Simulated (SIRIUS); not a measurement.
**BN under changes of volume**

One of the cells (5.969 Å³/atom); the others are scaled copies at fixed shape and fractional positions:

```
N B
1.0
     2.55394    0.00000    0.00000
    -1.27697    2.21178    0.00000
     0.00000    0.00000    4.22685
N B
2 2
Cartesian
  0.0000 1.4745 0.5295
  1.2770 0.7373 2.6430
  0.0000 1.4745 2.1123
  1.2770 0.7373 4.2257
```

Measurements of this composition are mostly on another form, of space group No. 194.

```yaml
Program: SIRIUS 7.12.0
Functional: LDA
Potentials_or_basis: all-electron FP-LAPW
Cutoff: 361 eV
Basis: apw+lo standard
k_mesh: 12 × 12 × 6
Occupations: fermi-dirac, width 0.05 eV
Spin: no spin polarisation
```

```tsv
volume (Å³/atom)	energy over the lowest point (meV/atom)	gap on the mesh (eV)
5.611	?	?
5.730	0.00	4.91
5.850	1.74	4.95
5.969	9.23	4.98
6.088	22.01	5.01
6.208	39.52	5.03
6.327	61.36	5.05
```

Question: What does the run at 5.611 Å³/atom give?

Answer: Energy over the lowest point 4.59 meV/atom; gap on the mesh 4.88 eV.

Worked out: A Birch-Murnaghan fit of order 3 (a polynomial in V^(-2/3)) to the other rows has its minimum at 5.76 Å³/atom with B0 = V·E''(V) = 403 GPa and B' = 3.7 at fixed shape and positions, which overstates the stiffness. It gives 4.60 meV/atom at 5.611 Å³/atom, against the run's 4.59. A straight line through the other rows of the gap, of slope 1.4 eV per unit of ln V, extrapolates to 4.89 eV, against the run's 4.88.

Energies are extrapolated to zero smearing.

A mesh can miss the band edges.
